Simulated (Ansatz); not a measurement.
# SnO2 (Pmmm) in Ansatz: notebook

The runs below take SnO2 through single point, with PBE.

Program: Ansatz 0.2.0. These are calculated values, not measurements. Logs are shortened: lines on timing, memory, paths and dates and some standing lists are left out, and cuts for length are marked.

### Step 1. Starting point

It takes space group Pmmm (No. 47, orthorhombic). Conventional cell: a = 3.023 Å, b = 4.965 Å, c = 5.977 Å, α = 90.00°, β = 90.00°, γ = 90.00°. Sn (site symmetry mmm) is surrounded by 4 O at 2.02 Å. O (site symmetry mm2) is surrounded by 2 Sn at 2.02 Å.

The cell was built by a generator and needn't be a form met in nature.

### Step 2. Single point, PBE, 28.11 Å³/atom (volume scaled by 0.94)

input.yaml reads:

```yaml
crystal:
  lattice:
    - [2.9615532949, 0.0, 0.0]
    - [0.0, 4.8633315622, 0.0]
    - [0.0, 0.0, 5.8549469883]
  atoms:
    - { symbol: Sn, position: [0.5, 0.5, 0.0] }
    - { symbol: O, position: [0.0, 0.5, 0.77572] }
    - { symbol: O, position: [0.0, 0.5, 0.22428] }
kpoints:
  mp_grid: { grid: [9, 6, 5] }
scf:
  occupations: { method: fermi_dirac, width: 0.05 }
hamiltonian:
  xc: pbe
  pseudopotentials: { kind: all_electron, lapw: { basis_error: 0.001 } }
output:
  forces: true
  stress: true
  eigenvalues: true
```

Potentials or basis: all-electron LAPW, scalar-relativistic.

Command:

```
$ ansatz run input.yaml --threads 2 --pin off --max-ram 6144MiB --backend cpu --events-out ev --progress --plain --runs-dir out
```

The log of the run:

```text
Warning: RAYON_NUM_THREADS=2 ignored (pool sized by the plan → 2); use --threads N
LAPW: plane waves up to 10.804 Å⁻¹, error target 1.0e-3 eV per atom; small_component_spin mean_spin; O in spheres of 0.870 Å, 8 of its electrons in bands, Dirac shells []; Sn in spheres of 1.109 Å, 32 of its electrons in bands, Dirac shells [] (how accurate: hamiltonian.pseudopotentials.lapw.basis_error, Limitations)
Engine: ansatz 0.2.0, x86_64-unknown-linux-gnu
Pseudopotentials: kind: all_electron
Pseudopotential: Sn, LAPW, valence charge 32, lapw/all_electron/scalar/gaussian/Sn, Koelling and Harmon's equation, gaussian nucleus
Pseudopotential: O, LAPW, valence charge 8, lapw/all_electron/scalar/gaussian/O, Koelling and Harmon's equation, gaussian nucleus
Functional definition: PBE
  parameter kappa = 0.804
  parameter beta = 0.06672455060314922
  exchange = pbe_x(kappa = kappa, mu = beta*pi^2/3)
  correlation = pbe_c(beta = beta)
Crystal: 3 atoms, lattice volume = 84.329 Å³
Basis set: ecut = 444.75879042219924 eV, 1787 PW (Γ), exchange–correlation at level 2
Bands: 29, of which v1, the nominal top of the filled ones, is band 24 counted from 1 (23 counted from 0)
Symmetry: 8 space group operations
Space group: Pmmm (ITA 47), of the structure as read, at distance tolerance 4.4e-5 Å
k-points: 60 of 270
Non-local potential: Sn, projectors of the file, none
Non-local potential: O, projectors of the file, none
Initial density: superposition of atomic densities (chi_scale 0.1, normalization cell, long waves kept (reshape's long-wave potential 0.44 eV rms))
Initial wavefunctions: plane waves of lowest kinetic energy (no species holds an atomic orbital)
Functional: x = pbe(κ = 0.804, μ = 0.2195149727645171), c = pbe(β = 0.06672455060314922)
iter 1 solved again at ethr=2.39e-2 eV; its pass at ethr=1.00e-1 eV (dr2=1.15e1 eV) is discarded
SCF iter   1: F=—  HF=-172188.034971 eV  |F-HF|=—  |Δ(HF+E_count)|=         —  Δρ=9.15e-2  dr2=1.15e1  ethr=2.39e-2  ⟨swp⟩=2.0  Hψ=10619  notcnv=0
preconditioner: auto → none  [insulator: Δε(μ)=4.164 eV  Ē_g=19.325 eV  σ=0.050 eV  W_gap=1.00  n_scr=16 (ndim 8)  ℏωp=20.6 eV  f_vac=0.485  D(μ)=0.00/eV (n_scr^D=0)  ε∞_Penn≈2.1]
SCF iter   2: F=—  HF=-172185.677973 eV  |F-HF|=—  |Δ(HF+E_count)|=    2.36e0  Δρ=5.99e-2  dr2=3.81e0  ethr=2.39e-2  ⟨swp⟩=3.2  Hψ=5432  notcnv=0
iter 3 solved again at ethr=5.13e-4 eV; its pass at ethr=7.94e-3 eV (dr2=2.46e-1 eV) is discarded
SCF iter   3: F=—  HF=-172183.604449 eV  |F-HF|=—  |Δ(HF+E_count)|=    2.07e0  Δρ=1.27e-2  dr2=2.46e-1  ethr=5.13e-4  ⟨swp⟩=2.0  Hψ=9355  notcnv=0
SCF iter   4: F=—  HF=-172183.570842 eV  |F-HF|=—  |Δ(HF+E_count)|=         —  Δρ=6.89e-3  dr2=8.68e-2  ethr=5.13e-4  ⟨swp⟩=3.0  Hψ=5653  notcnv=0
the basis was enlarged: its passes take 1.1 MiB over the memory plan, 2 of 2 planned eigensolver slots
SCF iter   5: F=—  HF=-172183.545075 eV  |F-HF|=—  |Δ(HF+E_count)|=   2.58e-2  Δρ=3.22e-3  dr2=1.80e-2  ethr=1.81e-4  ⟨swp⟩=2.0  Hψ=5270  notcnv=0
SCF iter   6: F=—  HF=-172183.539248 eV  |F-HF|=—  |Δ(HF+E_count)|=   5.83e-3  Δρ=1.88e-4  dr2=5.07e-5  ethr=3.74e-5  ⟨swp⟩=2.5  Hψ=5144  notcnv=0
SCF iter   7: F=—  HF=-172183.539194 eV  |F-HF|=—  |Δ(HF+E_count)|=   5.43e-5  Δρ=2.87e-5  dr2=1.02e-6  ethr=1.06e-7  ⟨swp⟩=3.0  Hψ=5235  notcnv=0
SCF iter   8: F=-172183.539194 eV  HF=-172183.539194 eV  |F-HF|=2.68e-9  |Δ(HF+E_count)|=   2.54e-7  Δρ=6.74e-6  dr2=4.95e-8  ethr=2.13e-9  ⟨swp⟩=3.0  Hψ=5342  notcnv=0
SCF 1 converged in 8 iterations: F = -172183.539194 eV  dr2 = 4.95e-8
SCF converged after 8 iterations
Free energy (F): -172183.539194 eV
Harris-Foulkes:  -172183.539194 eV  (|F-HF|=2.68e-9)
Internal energy: -172183.539194 eV  (E = F + TS)
E sigma→0 (E₀):  -172183.539194 eV
Entropy (-TS):   -0.000000 eV (-0.000 meV/atom)
Fermi energy:    2.210631 eV
--- Per-component energies (eV) ---
  E_band       = -7687.104492
  E_kinetic    = 180876.927797
  E_xc         = -4963.320520
  E_electrostatic = -348097.146471  (all electrons and nuclei)
  E_smearing   = -0.000000  (= −TS)
  E_closure    = 0.000000  (closes the sum)
  E_atoms      = -172167.417352  (free atoms, spherical and without spin; not in F)
  Σ components = -172183.539194   (vs F -172183.539194, Δ=0.00e0)
  Basis errors (estimates in eV, not in F): energy 5.2e-4 per atom: plane waves 4.7e-4 (3.0e-4 summed), levels above the bands 6.8e-81, relativity 1.5e-7, radial functions 4.5e-5, core shells 8.7e-7; eigenvalues (radial functions only) 4.1e-6; not estimated: angular momenta, meshes, grids; target (lapw.basis_error) 1.0e-3; muffin-tin radii O 0.870 Å, Sn 1.109 Å
--- Forces (eV/Å), atoms counted from 1 ---
  atom   1  Sn     0.00000000     0.00000000     0.00000000
  atom   2  O      0.00000000     0.00000000    -0.94730405
  atom   3  O      0.00000000     0.00000000     0.94730405
  max |Σ_I F_I| component: 0.00e0 eV/Å
--- Stress (GPa, compression-positive) ---
        8.050466       0.000000       0.000000
        0.000000       0.587751       0.000000
        0.000000       0.000000       5.356414
  P = ⅓ Tr σ = 4.6649 GPa (46.649 kbar)
--- Band table (eV; the first three rows and the last of 60) ---
  k-point 0: bands = ["-503.0198", "-503.0198", "-465.9720", "-465.9279", "-465.9099", "-465.7769", "-465.7625", "-126.8957", "-82.9602", "-82.5881", "-82.5822", "-20.0412", "-19.0883", "-19.0210", "-19.0105", "-18.9904", "-15.8664", "-15.3615", "-3.4619", "-1.6064", "-0.9722", "0.3513", "0.6028", "0.9389", "2.8239", "6.3630", "8.0150", "8.5179", "10.2095"]
  k-point 1: bands = ["-503.0198", "-503.0198", "-465.9720", "-465.9279", "-465.9099", "-465.7769", "-465.7625", "-126.8957", "-82.9602", "-82.5881", "-82.5822", "-20.0404", "-19.0883", "-19.0210", "-19.0105", "-18.9903", "-15.8571", "-15.3758", "-3.3830", "-1.5890", "-0.9649", "0.3197", "0.3922", "0.9281", "2.9959", "6.3772", "7.5140", "8.6856", "10.7832"]
  k-point 2: bands = ["-503.0198", "-503.0198", "-465.9720", "-465.9279", "-465.9099", "-465.7769", "-465.7625", "-126.8957", "-82.9602", "-82.5881", "-82.5822", "-20.0392", "-19.0884", "-19.0210", "-19.0105", "-18.9901", "-15.8407", "-15.4001", "-3.2434", "-1.5596", "-0.9529", "0.0749", "0.2677", "0.9105", "3.2513", "6.4000", "6.9790", "8.8583", "11.3509"]
  k-point 59: bands = ["-503.0198", "-503.0198", "-465.9720", "-465.9279", "-465.9099", "-465.7769", "-465.7625", "-126.8951", "-82.9594", "-82.5950", "-82.5869", "-20.1240", "-19.2617", "-19.1955", "-19.0546", "-18.6738", "-15.7906", "-13.2127", "-5.3515", "-2.7927", "-1.8416", "-0.0204", "0.4005", "1.0686", "4.3115", "6.0519", "10.1594", "10.5027", "10.9294"]
```

Wall time 15 s (2 threads of Intel Xeon 6975P-C (Granite Rapids), shared host); peak memory 0.78 GiB.

Results:

| Quantity | Value |
| --- | --- |
| Free energy | -172183.5392 eV |
| Pressure | 4.7 GPa |
| Largest force | 0.947 eV/Å |
| Band gap on the k mesh | 1.35 eV, indirect (least direct gap 1.89 eV) |

Caveat: spin-orbit coupling is left out, which moves the levels of the heavy elements; an odd mesh through Γ misses points on the zone boundary, where band edges often lie.

### Step 3. Single point, PBE, 28.71 Å³/atom (volume scaled by 0.96)

input.yaml: that of step 2 with these lines changed.

```diff
@@ -2,5 +2,5 @@
   lattice:
-    - [2.9615532949, 0.0, 0.0]
-    - [0.0, 4.8633315622, 0.0]
-    - [0.0, 0.0, 5.8549469883]
+    - [2.9824099912, 0.0, 0.0]
+    - [0.0, 4.8975815045, 0.0]
+    - [0.0, 0.0, 5.8961803679]
   atoms:
```

Potentials or basis: all-electron LAPW, scalar-relativistic.

Command:

```
$ ansatz run input.yaml --threads 2 --pin off --max-ram 6144MiB --backend cpu --events-out ev --progress --plain --runs-dir out
```

Run time: 16 s. Hardware: 2 threads of Intel Xeon 6975P-C (Granite Rapids), shared host; peak memory 0.79 GiB.

Results (log left out):

* Free energy: -172183.5825 eV
* Pressure: 3.1 GPa
* Largest force: 0.602 eV/Å
* Band gap on the k mesh: 1.34 eV, indirect (least direct gap 1.88 eV)

Caveat: spin-orbit coupling is left out, which moves the levels of the heavy elements; an odd mesh through Γ misses points on the zone boundary, where band edges often lie.

### Step 4. Single point, PBE, 29.31 Å³/atom (volume scaled by 0.98)

input.yaml: that of step 3 with these lines changed.

```diff
@@ -2,5 +2,5 @@
   lattice:
-    - [2.9824099912, 0.0, 0.0]
-    - [0.0, 4.8975815045, 0.0]
-    - [0.0, 0.0, 5.8961803679]
+    - [3.0029789859, 0.0, 0.0]
+    - [0.0, 4.931358996, 0.0]
+    - [0.0, 0.0, 5.9368449658]
   atoms:
```

Command:

```
$ ansatz run input.yaml --threads 2 --pin off --max-ram 6144MiB --backend cpu --events-out ev --progress --plain --runs-dir out
```

It took 16 s on 2 threads of Intel Xeon 6975P-C (Granite Rapids), shared host; peak memory 0.78 GiB.

It converged, with:

| Property | Result |
| --- | --- |
| Free energy | -172183.6093 eV |
| Pressure | 1.7 GPa |
| Largest force | 0.285 eV/Å |
| Band gap on the k mesh | 1.33 eV, indirect (least direct gap 1.88 eV) |

Caveat: spin-orbit coupling is left out, which moves the levels of the heavy elements; an odd mesh through Γ misses points on the zone boundary, where band edges often lie.

### Step 5. Single point, PBE, 29.90 Å³/atom

input.yaml: that of step 4 with these lines changed.

```diff
@@ -2,5 +2,5 @@
   lattice:
-    - [3.0029789859, 0.0, 0.0]
-    - [0.0, 4.931358996, 0.0]
-    - [0.0, 0.0, 5.9368449658]
+    - [3.02327, 0.0, 0.0]
+    - [0.0, 4.96468, 0.0]
+    - [0.0, 0.0, 5.97696]
   atoms:
```

Command:

```
$ ansatz run input.yaml --threads 2 --pin off --max-ram 6144MiB --backend cpu --events-out ev --progress --plain --runs-dir out
```

It took 16 s on 2 threads of Intel Xeon 6975P-C (Granite Rapids), shared host; peak memory 0.78 GiB.

The run converged. Its results:

```yaml
Free_energy: -172183.6213 eV
Pressure: 0.5 GPa
Largest_force: 0.006 eV/Å
Band_gap_on_the_k_mesh: 1.32 eV, indirect (least direct gap 1.87 eV)
```

Caveat: spin-orbit coupling is left out, which moves the levels of the heavy elements; an odd mesh through Γ misses points on the zone boundary, where band edges often lie.

### Step 6. Single point, PBE, 30.50 Å³/atom (volume scaled by 1.02)

input.yaml: that of step 5 with these lines changed.

```diff
@@ -2,5 +2,5 @@
   lattice:
-    - [3.02327, 0.0, 0.0]
-    - [0.0, 4.96468, 0.0]
-    - [0.0, 0.0, 5.97696]
+    - [3.0432922391, 0.0, 0.0]
+    - [0.0, 4.9975596337, 0.0]
+    - [0.0, 0.0, 6.0165436701]
   atoms:
```

Potentials or basis: all-electron LAPW, scalar-relativistic.

Command:

```
$ ansatz run input.yaml --threads 2 --pin off --max-ram 6144MiB --backend cpu --events-out ev --progress --plain --runs-dir out
```

It took 16 s on 2 threads of Intel Xeon 6975P-C (Granite Rapids), shared host; peak memory 0.78 GiB.

The run converged. Its results:

```
Free energy            : -172183.6200 eV
Pressure               : -0.7 GPa
Largest force          : 0.273 eV/Å
Band gap on the k mesh : 1.31 eV, indirect (least direct gap 1.86 eV)
```

Caveat: spin-orbit coupling is left out, which moves the levels of the heavy elements; an odd mesh through Γ misses points on the zone boundary, where band edges often lie.

### Step 7. Single point, PBE, 31.10 Å³/atom (volume scaled by 1.04)

input.yaml: that of step 6 with these lines changed.

```diff
@@ -2,5 +2,5 @@
   lattice:
-    - [3.0432922391, 0.0, 0.0]
-    - [0.0, 4.9975596337, 0.0]
-    - [0.0, 0.0, 6.0165436701]
+    - [3.0630544308, 0.0, 0.0]
+    - [0.0, 5.030012229, 0.0]
+    - [0.0, 0.0, 6.0556132303]
   atoms:
```

Command:

```
$ ansatz run input.yaml --threads 2 --pin off --max-ram 6144MiB --backend cpu --events-out ev --progress --plain --runs-dir out
```

Run time: 16 s. Hardware: 2 threads of Intel Xeon 6975P-C (Granite Rapids), shared host; peak memory 0.78 GiB.

Results (log left out):

* Free energy: -172183.6070 eV
* Pressure: -1.7 GPa
* Largest force: 0.519 eV/Å
* Band gap on the k mesh: 1.29 eV, indirect (least direct gap 1.85 eV)

Caveat: spin-orbit coupling is left out, which moves the levels of the heavy elements; an odd mesh through Γ misses points on the zone boundary, where band edges often lie.

### Step 8. Single point, PBE, 31.70 Å³/atom (volume scaled by 1.06)

input.yaml: that of step 7 with these lines changed.

```diff
@@ -2,5 +2,5 @@
   lattice:
-    - [3.0630544308, 0.0, 0.0]
-    - [0.0, 5.030012229, 0.0]
-    - [0.0, 0.0, 6.0556132303]
+    - [3.0825648576, 0.0, 0.0]
+    - [0.0, 5.0620513872, 0.0]
+    - [0.0, 0.0, 6.0941850551]
   atoms:
```

Command:

```
$ ansatz run input.yaml --threads 2 --pin off --max-ram 6144MiB --backend cpu --events-out ev --progress --plain --runs-dir out
```

Run time: 18 s. Hardware: 2 threads of Intel Xeon 6975P-C (Granite Rapids), shared host; peak memory 0.78 GiB.

The run converged. Its results:

```
Free energy            : -172183.5834 eV
Pressure               : -2.5 GPa
Largest force          : 0.746 eV/Å
Band gap on the k mesh : 1.27 eV, indirect (least direct gap 1.83 eV)
```

Caveat: spin-orbit coupling is left out, which moves the levels of the heavy elements; an odd mesh through Γ misses points on the zone boundary, where band edges often lie.
